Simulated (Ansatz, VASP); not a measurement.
**Two plane-wave programs on Sn**

```
CELL_PARAMETERS angstrom
3.11285 0.00000 0.00000
-1.55643 2.69581 0.00000
0.00000 0.00000 10.11236
ATOMIC_POSITIONS crystal
Sn 0.00000 0.00000 0.00000
Sn 0.00000 0.00000 0.50000
Sn 0.33333 0.66667 0.25000
Sn 0.66667 0.33333 0.75000
```

Alike in both runs: functional PBE; k mesh 12 × 12 × 3; occupations fermi-dirac, width 0.1 eV; no spin polarisation.

Ansatz relaxed the structure, and its values are those at the end. VASP's run is a single point on that final structure, the one shown.

```csv
,VASP,Ansatz
version,VASP 6.6.1,Ansatz 0.2.0
potentials or method,"VASP PAW PBE potentials, release 64 (Sn_d)","PAW with Ansatz's default frozen-core files, scalar-relativistic"
plane-wave cutoff (eV),520,420
valence electrons in the cell,56,56
```

|  | VASP | Ansatz | Ansatz less VASP |
| --- | --- | --- | --- |
| pressure (GPa) | 24.5 | 24.6 | +0.06 |

With one functional, cell and mesh, what is left measures potentials, basis and numerics.

Caveats: so large a pressure means that the cell lies far from this level's equilibrium, or that cutoff or potentials fall short (VASP).
